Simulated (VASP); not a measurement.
# GaAs: band structure with PBEsol

The system is GaAs.

```
CELL_PARAMETERS angstrom
0.00000 2.83140 2.83140
2.83140 0.00000 2.83140
2.83140 2.83140 0.00000
ATOMIC_POSITIONS crystal
Ga 0.00000 0.00000 0.00000
As 0.25000 0.25000 0.25000
```

The cell was built by a generator and needn't be a form met in nature.

```json
{
 "Program": "VASP 6.6.1",
 "Task": "band structure",
 "Functional": "PBEsol",
 "Potentials or basis": "VASP PAW PBE potentials, release 64 (Ga_d, As)",
 "Cutoff": "520 eV",
 "k mesh": "6 × 6 × 6",
 "Occupations": "gaussian, width 0.03 eV",
 "Spin": "spin-orbit coupling, no magnetisation",
 "Further INCAR settings": "ALGO = Fast; EDIFF = 1e-06; NBANDS = 32"
}
```

* Pressure: -0.1 GPa
* Valence electrons inside the program's atomic spheres: Ga 11.67; As 2.83

Wall time 4.3 min on 1 thread of Intel(R) Xeon(R) Platinum 8488C (Sapphire Rapids) (shared host), peak memory 0.32 GiB.

Caveat: the PAW data sets were made with another functional, which shifts forces and pressure a little.
